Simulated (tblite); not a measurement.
Calculated harmonic vibrations of the isolated species, GFN2-xTB (tblite), most abundant isotopes, no scaling. This tight-binding method is rough: wavenumbers can miss measured ones by several per cent, in bad cases by 10 to 20. Modes of hydrogen on silicon can be 10 to 20 % off. One conformer each. Open shells enter through the occupations alone, without spin polarisation, and single modes of such species can be off by tens of per cent. Thermal functions are those of the rigid rotor and harmonic oscillator, without mixing of conformers.

Question: Order these by their ideal-gas entropy at 298.15 K and 1 bar, highest first (J/(mol K)).
A. `C1O[SiH2]C[SiH2]N[Si@H]1N`
B. `C=C[C@](C)(N)[CH]C` [radical]
C. `CC(C)CCC=[N]` [radical]
D. `C1=C[C@H]2C=C[C@@H]1C2`
E. `CC[Si@@H](SC)S[SiH2]N`
F. `C1(=C[SiH2]C1)[C@](C)(C=C)Cl`

Answer: E (526.3), A (450.3), F (436.6), B (396.8), C (393.4), D (293.5).

| SMILES | atoms | mass (u) | symmetry number | modes under 300 cm⁻¹ | ZPE (kJ/mol) | S translation (J/(mol K)) | S rotation | S vibration | S spin | S | Cp |
| --- | --- | --- | --- | --- | --- | --- | --- | --- | --- | --- | --- |
| CC[Si@@H](SC)S[SiH2]N | 21 | 183.00 | 1 | 14 | 411.6 | 173.8 | 129.8 | 222.6 | 0.0 | 526.3 | 216.1 |
| N[Si@H]1CO[SiH2]C[SiH2]N1 | 20 | 164.03 | 1 | 10 | 371.4 | 172.5 | 125.5 | 152.3 | 0.0 | 450.3 | 203.6 |
| C=C[C@](C)(Cl)C1=C[SiH2]C1 | 20 | 158.03 | 1 | 9 | 398.9 | 172.0 | 126.3 | 138.3 | 0.0 | 436.6 | 182.9 |
| C=C[C@](C)(N)[CH]C | 19 | 98.10 | 1 | 8 | 429.0 | 166.0 | 115.4 | 109.6 | 5.8 | 396.8 | 154.2 |
| CC(C)CCC=[N] | 19 | 98.10 | 1 | 6 | 436.3 | 166.0 | 117.0 | 104.6 | 5.8 | 393.4 | 140.0 |
| C1=C[C@H]2C=C[C@@H]1C2 | 15 | 92.06 | 2 | 0 | 331.9 | 165.3 | 103.9 | 24.3 | 0.0 | 293.5 | 96.9 |

Entropies and Cp are for 298.15 K and 1 bar.
